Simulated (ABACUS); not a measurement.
# Ta (P-1) in ABACUS: notebook

The runs below take Ta through relaxation of cell and atoms, with BLYP, BLYP+D2, BLYP+D3, BLYP+D3(BJ).

All numbers are computed with ABACUS 3.10.1; they aren't measurements. Logs are shortened: lines on timing, memory, paths and dates and some standing lists are left out, and cuts for length are marked.

## Step 1: The structure

The typed cell holds 1 atom: a = 2.878 Å, b = 2.876 Å, c = 2.867 Å, α = 107.90°, β = 109.43°, γ = 112.18°.

## Step 2: Relaxation of cell and atoms, BLYP

Contents of run_abacus.py:

```python
"""Relaxation by an ASE optimiser with ABACUS as a small file-based calculator."""
import re
import subprocess
import numpy as np
from ase.calculators.calculator import Calculator, all_changes
from ase.filters import FrechetCellFilter
from ase.io import read
from ase.optimize import BFGS
from ase.stress import full_3x3_to_voigt_6_stress
from ase.units import Bohr, GPa

atoms = read("POSCAR")
atoms = atoms[(-atoms.numbers).argsort(kind="stable")]  # ABACUS lists atoms element by element
pseudo = {'Ta': 'Ta.upf'}
orbital = {'Ta': 'Ta_confined-atom_7au_3s2p2d1f.orb'}
magmoms = None
kmesh = [8, 8, 8]
params = {
    'suffix': 'Ta',
    'calculation': 'scf',
    'basis_type': 'lcao',
    'pseudo_dir': './',
    'orbital_dir': './',
    'symmetry': 1,
    'dft_functional': 'GGA_X_B88+GGA_C_LYP',
    'ecutwfc': 100,
    'pseudo_rcut': 7,
    'nspin': 1,
    'nbands': 11,
    'ks_solver': 'genelpa',
    'smearing_method': 'fd',
    'smearing_sigma': 0.00367493,
    'scf_thr': 1e-07,
    'scf_nmax': 100,
    'mixing_type': 'broyden',
    'mixing_beta': 0.7,
    'cal_force': 1,
    'cal_stress': 1,
    'out_mul': 1,
}

def write_input(atoms):
    symbols = atoms.get_chemical_symbols()
    elements = list(dict.fromkeys(symbols))
    lines = ["ATOMIC_SPECIES"] + [f"{e} {atoms.get_masses()[symbols.index(e)]:.4f} {pseudo[e]}" for e in elements]
    if orbital:
        lines += ["", "NUMERICAL_ORBITAL"] + [orbital[e] for e in elements]
    lines += ["", "LATTICE_CONSTANT", f"{1 / Bohr:.10f}", "", "LATTICE_VECTORS"]
    lines += [" ".join(f"{x:.10f}" for x in v) for v in atoms.cell]
    lines += ["", "ATOMIC_POSITIONS", "Direct"]
    for e in elements:
        lines += ["", e, "0.0", str(symbols.count(e))]
        for i, p in enumerate(atoms.get_scaled_positions(wrap=False)):
            if symbols[i] == e:
                mag = "" if magmoms is None else " mag " + " ".join(str(x) for x in (magmoms[i] if isinstance(magmoms[i], list) else [magmoms[i]]))
                lines.append(" ".join(f"{x:.10f}" for x in p) + " 1 1 1" + mag)
    open("STRU", "w").write("\n".join(lines) + "\n")
    open("KPT", "w").write("K_POINTS\n0\nGamma\n%d %d %d 0 0 0\n" % tuple(kmesh))
    open("INPUT", "w").write("INPUT_PARAMETERS\n" + "".join(f"{k:<20s}{v}\n" for k, v in params.items()))

class Abacus(Calculator):
    implemented_properties = ["energy", "free_energy", "forces", "stress"]

    def calculate(self, atoms=None, properties=("energy",), system_changes=all_changes):
        super().calculate(atoms, properties, system_changes)
        write_input(self.atoms)
        subprocess.run(['mpirun', '-np', '4', 'abacus'], check=True)
        log = open("OUT.Ta/running_scf.log").read()
        if "charge density convergence is achieved" not in log:
            raise RuntimeError("SCF not converged")
        rows = lambda title, n: np.array([l.split()[-3:] for l in log.split(title)[-1].split("\n")[2:2 + n]], float)
        energy = float(re.findall(r"FINAL_ETOT_IS (\S+)", log)[-1])
        stress = -rows("TOTAL-STRESS", 3) / 10 * GPa  # ABACUS prints kbar, compression positive
        self.results = dict(energy=energy, free_energy=energy, forces=rows("TOTAL-FORCE", len(self.atoms)), stress=full_3x3_to_voigt_6_stress(stress))

atoms.calc = Abacus()
opt = BFGS(FrechetCellFilter(atoms), logfile="opt.log", trajectory="relax.traj")
print("optimiser converged:", opt.run(fmax=0.01, steps=60))
```

Contents of POSCAR:

```
Ta
1.0
   -1.7138403400      1.6638007000      1.6059510000
    1.6932035700     -1.6823021200      1.6038156500
    1.6862236500      1.6546854300     -1.6244524300
Ta
1
Direct
    0.0000000000      0.0000000000      0.0000000000
```

Potentials or basis: PseudoDojo NC SR 0.4.1 PBE standard, DZP LCAO (the cutoffs set its grid).

Command:

```console
$ OMP_NUM_THREADS=1 python run_abacus.py > log
```

running log:

```text
ABACUS v3.10.1

               Atomic-orbital Based Ab-initio Computation at UStc

 ------------------------------------------------------------------------------------

 READING GENERAL INFORMATION
                           global_out_dir = OUT.Ta/
                           global_in_card = INPUT
                               pseudo_dir = ./
                              orbital_dir = ./
                                    DSIZE = 4
                                    GSIZE = 1

 READING UNITCELL INFORMATION
                                    ntype = 1
                  lattice constant (Bohr) = 1.88973
              lattice constant (Angstrom) = 1

 READING ATOM TYPE 1
                               atom label = Ta
                      L=0, number of zeta = 3
                      L=1, number of zeta = 2
                      L=2, number of zeta = 2
                      L=3, number of zeta = 1
             number of atom for this type = 1

                        TOTAL ATOM NUMBER = 1
DIRECT COORDINATES
    atom                   x                   y                   z     mag                  vx                  vy                  vz
taud_Ta1            0.0000000000        0.0000000000        0.0000000000  0.0000        0.0000000000        0.0000000000        0.0000000000

                          Volume (Bohr^3) = 126.249
                             Volume (A^3) = 18.7082

 Lattice vectors: (Cartesian coordinate: in unit of a_0)
             -1.67238            +1.67244            +1.67232
             +1.67256            -1.67226            +1.67222
             +1.67236            +1.67213            -1.67218
 Reciprocal vectors: (Cartesian coordinate: in unit of 2 pi/a_0)
         +9.23064e-06           +0.298981           +0.298979
            +0.298958        -1.00394e-05           +0.298979
            +0.298973           +0.298994        -3.14182e-05
 The esolver type has been set to : ksdft_lcao

                PAO radial cut off (Bohr) = 7

 Read in pseudopotential file is Ta.upf
                     pseudopotential type = NC
          exchange-correlation functional = PBE
                 nonlocal core correction = 1
                        valence electrons = 13
                                     lmax = 3
                           number of zeta = 4
                     number of projectors = 8
                           L of projector = 0
                           L of projector = 0
                           L of projector = 1
                           L of projector = 1
                           L of projector = 2
                           L of projector = 2
                           L of projector = 3
                           L of projector = 3
 XC functional updated to : GGA_X_B88+GGA_C_LYP
          exchange-correlation functional = GGA_X_B88+GGA_C_LYP
     initial pseudo atomic orbital number = 10

 SETUP THE ELECTRONS NUMBER
            electron number of element Ta = 13
      total electron number of element Ta = 13
            AUTOSET number of electrons:  = 13
                           occupied bands = 7
                                   NLOCAL = 26
                                   NBANDS = 11
                                   NBANDS = 11
                                   NLOCAL = 26

%%%%%%%%%%%%%%%%%%%%%%%%%%%%%%%%%%%%%%%%%%%%%%%%%%%%%%%%%%%%%%%%%%%%%%%%%%%%%%%%%%%%%%%%%%%%%%%%%%%%%%%%%%
 Warning: the number of valence electrons in pseudopotential > 5 for Ta: [Xe] 4f14 5d3 6s2
 Pseudopotentials with additional electrons can yield (more) accurate outcomes, but may be less efficient.
 If you're confident that your chosen pseudopotential is appropriate, you can safely ignore this warning.
%%%%%%%%%%%%%%%%%%%%%%%%%%%%%%%%%%%%%%%%%%%%%%%%%%%%%%%%%%%%%%%%%%%%%%%%%%%%%%%%%%%%%%%%%%%%%%%%%%%%%%%%%%

 SETUP THE PLANE WAVE BASIS
 energy cutoff for charge/potential (unit:Ry) = 400
            fft grid for charge/potential = [ 36, 36, 36 ]
                        fft grid division = [ 3, 3, 3 ]
        big fft grid for charge/potential = [ 12, 12, 12 ]
                                     nbxx = 432
                                     nrxx = 11664

 SETUP PLANE WAVES FOR CHARGE/POTENTIAL
                    number of plane waves = 17117
                         number of sticks = 905

 PARALLEL PW FOR CHARGE/POTENTIAL
     PROC   COLUMNS(POT)             PW
        1            226           4279
[... 87 lines left out ...]
       3  0.25000000  0.00000000  0.00000000  0.0039       2
       4  0.37500000  0.00000000  0.00000000  0.0039       3
       5  0.50000000  0.00000000  0.00000000  0.0020       4
       6  0.00000000  0.12500000  0.00000000  0.0039       8
[... 22 lines left out ...]
      29 -0.12500000  0.37500000  0.00000000  0.0039      31
      30  0.00000000  0.50000000  0.00000000  0.0020      32
[... 230 further k points ...]

                               nkstot now = 260
[... K-POINTS DIRECT COORDINATES: 260 rows ...]

           k-point number in this process = 260
       minimum distributed K point number = 260
[... stars of the k points ...]

[... K-POINTS CARTESIAN COORDINATES: 260 rows ...]

[... K-POINTS DIRECT COORDINATES: 260 rows ...]

 SETUP PLANE WAVES FOR WAVE FUNCTIONS
     energy cutoff for wavefunc (unit:Ry) = 100
              fft grid for wave functions = [ 36, 36, 36 ]
                    number of plane waves = 3463
                         number of sticks = 311

 PARALLEL PW FOR WAVE FUNCTIONS
     PROC   COLUMNS(POT)             PW
        1             77            865
        2             78            866
        3             78            866
        4             78            866
 --------------- sum -------------------
        4            311           3463

 SET NONLOCAL PSEUDOPOTENTIAL PROJECTORS
 max number of nonlocal projetors among all species is 8

 -------------------------------------------
 SELF-CONSISTENT
 -------------------------------------------

 SETUP SEARCHING RADIUS FOR PROGRAM TO SEARCH ADJACENT ATOMS
                  longest orb rcut (Bohr) = 7
   longest nonlocal projector rcut (Bohr) = 2.3
                     search radius (Bohr) = 18.6
              searching radius is (Bohr)) = 18.6
         searching radius unit is (Bohr)) = 1.89
                         PeriodicBoundary = 1
                        Radius(unit:lat0) = 9.84
                                   glayer = [ 6, 6, 6 ]
                             glayer_minus = [ 5, 5, 5 ]

Find the coordinate range of the input atom(unit:lat0).
                                  min_tau = [ -25.1, -25.1, -25.1 ]
                                  max_tau = [ 25.1, 25.1, 25.1 ]
                                BoxNumber = [ 11, 11, 11 ]

 SETUP EXTENDED REAL SPACE GRID FOR GRID INTEGRATION
                          real space grid = [ 36, 36, 36 ]
                 big cell numbers in grid = [ 12, 12, 12 ]
             meshcell numbers in big cell = [ 3, 3, 3 ]
                        extended fft grid = [ 19, 19, 19 ]
                dimension of extened grid = [ 51, 51, 51 ]
                            UnitCellTotal = 125
              Atom number in sub-FFT-grid = 1
    Local orbitals number in sub-FFT-grid = 26
                                ParaV.nnr = 25181
                                 init_chg = atomic

 LCAO ALGORITHM --------------- ION=   1  ELEC=   1--------------------------------

 Density error is 0.0412979018688
----------------------------------------------------------
     Energy           Rydberg                 eV
----------------------------------------------------------
 E_KohnSham     -129.8752119777      -1767.0429118549
 E_Harris       -130.6400697968      -1777.4493363537
 E_Fermi        1.3611738055         18.5197197229
----------------------------------------------------------
[... 58 lines left out ...]
 Density error is 2.17812233515e-08
----------------------------------------------------------
     Energy           Rydberg                 eV
----------------------------------------------------------
 E_KohnSham     -129.8779143000      -1767.0796788358
 E_KS(sigma->0) -129.8776097642      -1767.0755354135
 E_Harris       -129.8779143161      -1767.0796790545
 E_band         -8.0718495373        -109.8231471065
 E_one_elec     -18.5297969278       -252.1108210011
 E_Hartree      15.2209344348        207.0914371975
 E_xc           -29.2614781696       -398.1228350086
 E_Ewald        -97.3069645658       -1323.9291731791
 E_entropy(-TS) -0.0006090716        -0.0082868445
 E_descf        0.0000000000         0.0000000000
 E_exx          0.0000000000         0.0000000000
 E_Fermi        1.3383005050         18.2085125044
----------------------------------------------------------

 charge density convergence is achieved
 final etot is -1767.0796788 eV
 EFERMI = 18.208512504 eV

 STATE ENERGY(eV) AND OCCUPATIONS    NSPIN == 1
 1/260 kpoint (Cartesian) = 0.0000 0.0000 0.0000 (526 pws)
       1       -49.0600     0.00390625
       2       -15.0296     0.00390625
       3       -15.0295     0.00390625
       4       -15.0292     0.00390625
       5        10.5603     0.00390625
       6        18.8493    1.06167e-08
       7        18.8509    1.02808e-08
       8        18.8517    1.01186e-08
       9        22.0032    4.28431e-36
      10        22.0050    4.13206e-36
      11        32.8612        0.00000
[... 53 lines left out ...]
 6/260 kpoint (Cartesian) = 0.037370 -1.2549e-06 0.037372 (525 pws)
       1       -49.0458     0.00781250
       2       -15.1918     0.00781250
       3       -15.0805     0.00781250
       4       -15.0300     0.00781250
       5        11.2073     0.00781250
       6        18.4609    4.99062e-05
       7        18.6951    4.63805e-07
       8        19.4887    5.93547e-14
       9        21.5181    1.39936e-31
      10        22.0385    4.22333e-36
      11        33.3955        0.00000

[... levels at 254 further k points ...]

 correction force for each atom along direction 1 is -1.76951e-14
 correction force for each atom along direction 2 is -2.97123e-16
 correction force for each atom along direction 3 is 2.05860e-14
------------------------------------------------------------------------------------------
 TOTAL-FORCE (eV/Angstrom)
------------------------------------------------------------------------------------------
                       Ta1         0.0000000000         0.0000000000         0.0000000000
------------------------------------------------------------------------------------------

----------------------------------------------------------------
 TOTAL-STRESS (KBAR)
----------------------------------------------------------------
         0.2473251490         0.0414415159        -0.0551134590
         0.0414415159         0.3319010661        -0.0801403278
        -0.0551134590        -0.0801403278         0.3381880024
----------------------------------------------------------------
 TOTAL-PRESSURE: 0.305805 KBAR

 --------------------------------------------
 !FINAL_ETOT_IS -1767.0796788357879450 eV
 --------------------------------------------
```

It took 29 s on 4 MPI ranks of Intel Xeon 6975P-C (Granite Rapids), shared host; peak memory 0.4 GiB.

Results:

| Item | Value |
| --- | --- |
| Free energy | -1767.0797 eV |
| Relaxed volume | 18.71 Å³/atom |
| Relaxed cell | a = 2.897 Å, b = 2.897 Å, c = 2.896 Å, α = 109.46°, β = 109.47°, γ = 109.48° |
| Space group after relaxing (to 0.05 Å) | Im-3m (No. 229) |
| Energy gained by relaxing | 30.9 meV/atom |
| Ionic steps | 8 |
| Pressure after relaxing | 0.0 GPa |
| Band gap on the k mesh | none (metal or under the smearing width) |

Step by step:
| step | energy change (eV) | largest force (eV/Å) | pressure (GPa) | volume (Å³) |
| --- | --- | --- | --- | --- |
| 1 | 0.0000 | 0.0000 | 8.38 | 18.00 |
| 2 | -0.0242 | 0.0000 | -0.02 | 18.74 |
| 3 | -0.0272 | 0.0000 | -0.64 | 18.79 |
| 4 | -0.0308 | 0.0000 | -0.43 | 18.75 |
| 5 | -0.0309 | 0.0000 | -0.10 | 18.72 |
| 6 | -0.0309 | 0.0000 | 0.07 | 18.70 |
| 7 | -0.0309 | 0.0000 | 0.08 | 18.70 |
| 8 | -0.0309 | 0.0000 | 0.03 | 18.71 |

Final structure:
```
Ta
1.0
    -1.67238    1.67244    1.67232
     1.67256   -1.67226    1.67222
     1.67236    1.67213   -1.67219
Ta
1
Direct
  0.00000 0.00000 0.00000
```

Levels at points of the mesh, in eV from the Fermi level:
```tsv
k point	band 3	band 4	band 5	band 6	band 7	band 8	band 9	band 10	band 11
(0.00, 0.00, 0.00)	-33.24	-33.24	-7.65	0.64	0.64	0.64	3.79	3.80	14.65
(0.50, 0.00, 0.00)	-33.58	-33.24	-4.18	-1.49	1.64	3.65	4.62	7.29	11.02
(0.00, 0.50, 0.00)	-33.58	-33.24	-4.18	-1.49	1.64	3.64	4.62	7.29	11.02
(0.50, 0.50, 0.00)	-33.58	-33.24	-4.18	-1.49	1.64	3.64	4.62	7.29	11.02
(0.00, 0.00, 0.50)	-33.58	-33.24	-4.18	-1.49	1.65	3.64	4.62	7.29	11.02
(0.50, 0.00, 0.50)	-33.58	-33.24	-4.18	-1.49	1.65	3.64	4.62	7.29	11.02
(0.00, 0.50, 0.50)	-33.58	-33.24	-4.18	-1.49	1.65	3.64	4.62	7.29	11.02
(0.50, 0.50, 0.50)	-33.97	-33.97	-3.55	-3.55	6.40	6.40	6.40	8.45	8.45
```

Caveat: the atomic orbitals were generated for these runs and aren't a published set; the potentials were made for another functional, which shifts forces and pressure; the basis of atomic orbitals isn't converged, which shifts pressures, moduli and gaps.

[end of part 1 of 3]
